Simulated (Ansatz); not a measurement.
# Quasi-harmonic thermodynamics of AlAs (F-43m), part 3 of 3

How much does AlAs expand with temperature?

Measurements to reproduce:
- heat capacity C_P per formula unit 45.8 J/mol/K and bulk modulus 77 GPa near room temperature (given in “High-Throughput Prediction of Finite-Temperature Properties using the Quasi-Harmonic Approximation”, 2016, arXiv:1603.06924)

Ansatz 0.2.0; DFT LDA, scalar-relativistic, plane waves, PAW.

So far, isothermal bulk modulus at 298 K (GPa): step 6 (phonons on strained cells, cutoff 550 eV, k-mesh 8×8×8) 72.7; step 7 (cutoff 487.2 eV, k-mesh 12×12×12) 72.7. The relaxed cell has a = 5.629 Å (conventional setting).

### 8. Phonons on strained cells, cutoff 487.2 eV

The study relaxes the crystal at several strains, solves the phonons on some of them and minimises the free energy at each temperature (static energy, vibrations, the electrons in a metal, and PV under a set pressure); the q-mesh sets how far the force constants reach.

File input.yaml:

```yaml
crystal:
  lattice:
    - [0.0, 2.8145445165, 2.8145445165]
    - [2.8145445165, 0.0, 2.8145445165]
    - [2.8145445165, 2.8145445165, 0.0]
  atoms:
    - { symbol: Al, position: [0.0, 0.0, 0.0] }
    - { symbol: As, position: [0.25, 0.25, 0.25] }
kpoints:
  mp_grid: { grid: [8, 8, 8] }
hamiltonian:
  xc: lda
scf:
  occupations: { method: fixed }
  lower_state_search: "off"
output:
  eigenvalues: true
phonons:
  method: dfpt
  qmesh: [4, 4, 4]
  temperatures: { t_max: 800.0, t_step: 50 }
  thermal_expansion: {}
```

A lower cutoff is cheaper; the question is how far the property drifts.

Command:

```
$ ansatz run input.yaml --threads 4 --pin off --max-ram 16384MiB --backend cpu --events-out ev --progress --plain --runs-dir out
```

Numbers of over 12 decimals in the logs are rounded to 6 here.

The program printed:

```text
[...]
Crystal: 2 atoms, lattice volume = 44.592 Å³
Basis set: ecut = 487.2 eV, 1067 PW (Γ), exchange–correlation on 60×60×60 points (8 copies of the dense FFT grid, shifted against one another)
Bands: 13, of which v1, the nominal top of the filled ones, is band 9 counted from 1 (8 counted from 0)
Symmetry: 24 space group operations
[...]
800.00    3.99807    3.99807    3.99807    45.1892 |    5.57    5.57    5.57   16.70 |   15.13 |    49.406    48.991 |    68.36    68.94
[...]
vibrations' free energy: its fit passes through its cells
  the electrons' free energy at temperature is not in it: every band gap is over 0.83 eV
  free energies summed between the sampled wave vectors
[...]
band gaps on the cells' k-points are 1.272 to 1.375 eV
[key lines of the parts left out:]
SCF converged after 8 iterations
Free energy (F): -5287.490877 eV
Fermi energy:    6.306048 eV
P = ⅓ Tr σ = -0.0007 GPa (-0.007 kbar)
```

Elapsed: 5.3 min, on 4 threads of Arm Neoverse V2, shared host; peak memory 1.2 GiB; 20 min of CPU time.

Strained cells of the study; zero-point energy where phonons were solved; the pressures are stresses at a fixed cutoff and can carry an offset from the finite basis. Expansion cells, by row:

```csv
cell,|a| (Å),|b| (Å),|c| (Å),V (Å³/atom),E - E_lowest (meV/atom),"pressure, compression positive (GPa)",gap (eV),zero-point energy (meV/atom)
1,3.98,3.98,3.98,22.3,0,-0.008,1.323,-
2,4.012,4.012,4.012,22.84,2.954,-1.724,1.362,-
3,3.949,3.949,3.949,21.77,3.057,1.892,1.282,-
4,3.981,3.981,3.981,22.3,0,-0.023,1.324,43.96
5,4.001,4.001,4.001,22.64,1.197,-1.117,1.348,43.28
6,3.99,3.99,3.99,22.46,0.27,-0.543,1.335,43.64
7,4.009,4.009,4.009,22.77,2.317,-1.536,1.358,43.01
8,3.941,3.941,3.941,21.64,4.747,2.384,1.272,-
9,3.961,3.961,3.961,21.97,1.157,1.143,1.298,-
10,4.023,4.023,4.023,23.01,5.137,-2.241,1.375,-
```

Changing the k-mesh (12×12×12 → 8×8×8) takes the volume expansion at 298 K from 12.2 to 12.2 × 10⁻⁶/K and B_T from 72.7 to 72.7 GPa.

### 9. The series together

Times are for 4 threads of Arm Neoverse V2, shared host. The series side by side:

```csv
no.,functional,cutoff (eV),k-mesh,q-mesh,method,pressure (GPa),volume expansion coefficient at 298 K (1e-6/K),C_P at 298 K (J/mol-atom/K),isothermal bulk modulus at 298 K (GPa),time,memory (GiB)
1,lda,550,8×8×8,4×4×4,dfpt,0,12.18,22.04,72.74,6.6 min,1.2
2,lda,487.2,12×12×12,4×4×4,dfpt,0,12.22,22.04,72.67,16 min,2.9
3,lda,487.2,8×8×8,4×4×4,dfpt,0,12.19,22.04,72.75,5.3 min,1.2
```

The runs together, line volume. Table of expansion coefficient, volume by temperature; values in 1e-6/K:

```csv
temperature (K),"lda, 550, 8×8×8, 4×4×4, dfpt, 0","lda, 487.2, 12×12×12, 4×4×4, dfpt, 0","lda, 487.2, 8×8×8, 4×4×4, dfpt, 0"
0,0,0,0
50,-2.43,-2.42,-2.42
100,0.55,0.57,0.56
150,5.3,5.33,5.31
200,8.66,8.69,8.66
250,10.8,10.8,10.8
298,12.2,12.2,12.2
300,12.2,12.3,12.2
350,13.2,13.2,13.2
400,13.9,14.0,13.9
450,14.5,14.5,14.5
500,14.9,15.0,15.0
550,15.3,15.4,15.3
600,15.7,15.7,15.7
650,15.9,16.0,16.0
700,16.2,16.3,16.2
750,16.5,16.5,16.5
800,16.7,16.7,16.7
```

The runs together, line C_P. The heat capacity, C_P by temperature; values in J/mol-atom/K:

```csv
temperature (K),"lda, 550, 8×8×8, 4×4×4, dfpt, 0","lda, 487.2, 12×12×12, 4×4×4, dfpt, 0","lda, 487.2, 8×8×8, 4×4×4, dfpt, 0"
0,0,0,0
50,5.36,5.36,5.36
100,11.7,11.7,11.7
150,16.3,16.3,16.3
200,19.2,19.2,19.2
250,21.0,21.0,21.0
298,22.0,22.0,22.0
300,22.1,22.1,22.1
350,22.8,22.8,22.8
400,23.3,23.3,23.3
450,23.7,23.7,23.7
500,23.9,23.9,23.9
550,24.1,24.1,24.1
600,24.3,24.3,24.3
650,24.4,24.4,24.4
700,24.5,24.5,24.5
750,24.6,24.6,24.6
800,24.7,24.7,24.7
```

### 10. Summary of results

```
settings of these figures                        : LDA, 487.2 eV, k 12×12×12, q 4×4×4
volume expansion coefficient at 298 K            : 12.22 1e-6/K
C_P at 298 K                                     : 22.04 J/mol-atom/K
entropy at 298 K                                 : 27.44 J/mol-atom/K
isothermal bulk modulus at 298 K                 : 72.67 GPa
Grüneisen parameter at 298 K                     : 0.5453
volume at 298 K                                  : 22.43 Å³/atom
principal linear expansion coefficients at 298 K : 4.073, 4.073, 4.073 1e-6/K
```

Near room temperature AlAs expands by 12.2 × 10⁻⁶/K in volume by LDA, with C_P = 22.0 J/(mol K) per mole of atoms and B_T = 72.7 GPa. At low temperature the volume shrinks on warming, because modes with negative Grüneisen parameters outweigh the rest; the coefficient turns positive near 90 K. C_P at room temperature is 88 % of the classical 3R an atom, so the stiffest modes are still partly frozen out. A measured bulk modulus near room temperature is 77 GPa (arXiv:1603.06924); the calculated 72.7 GPa differs by -6 %. The table does not say whether its value is isothermal or adiabatic. A measured heat capacity per formula unit near room temperature is 45.8 J/mol/K (arXiv:1603.06924); the calculated 44.1 J/mol/K differs by -4 %. Changing the k-mesh and cutoff moves the volume expansion at 298 K between 12.2 and 12.2 × 10⁻⁶/K, while the CPU time spans a factor of 3.0. The interpolation has no quadrupole term, so branches near the zone centre are less sure, since this crystal has sites that are not centres of inversion. The PAW files were made for PBE and are used here under another functional, for which the program regenerates the frozen cores.

[Logs are printed without paths, hosts, clocks, repeated set-up lines and the standing remarks that a program may print on its own settings, such as how far it seeks lower states.]

[Hosts, paths, dates, database ids (printed as entryN), source tags and the programs' standing remarks are cut or masked in the printed files.]

[A step with changed settings may run another functional than the one named; its input shows which.]
